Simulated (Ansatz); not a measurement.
SnO₂: clamped-ion strain scan

The calculation used Ansatz, DFT PBEsol, scalar-relativistic, plane waves, PAW. Cutoff 420 eV, Γ-centred 12×12×12 k-points, Gaussian smearing of 0.05 eV. No spin polarisation. Energies are free energies at this smearing, counted from the undisturbed cell; pressure is positive in compression.

The undisturbed cell (as given, not relaxed at this level; it stands at -5.1 GPa; this form isn't the usual structure):

```
Sn O
1.0
     1.61709    0.93363    4.80059
    -1.61709    0.93363    4.80059
     0.00000   -1.86726    4.80059
Sn O
1 2
Direct
  0.50000 0.50000 0.50000
  0.23717 0.23717 0.23717
  0.76283 0.76283 0.76283
```

The cell is strained by ε times the Voigt pattern (0, 0, 1, 0, 0, 0) (xx, yy, zz, yz, xz, xy; engineering shear) with fractional coordinates fixed.

| ε | ΔE (meV/atom) |
| --- | --- |
| -0.0600 | -4.9 |
| -0.0450 | -6.7 |
| -0.0300 | -6.4 |
| -0.0150 | -4.1 |
| 0.0000 | 0.0 |
| 0.0150 | 6.0 |
| 0.0300 | 13.9 |
| 0.0450 | 23.5 |
| 0.0525 | 29.1 |
| 0.0600 | 35.0 |

Predict the pressure (GPa) at each point.

```csv
ε,pressure (GPa)
-0.0600,0.1
-0.0450,-1.4
-0.0300,-2.7
-0.0150,-4.0
0.0000,-5.1
0.0150,-6.2
0.0300,-7.2
0.0450,-8.2
0.0525,-8.6
0.0600,-9.1
```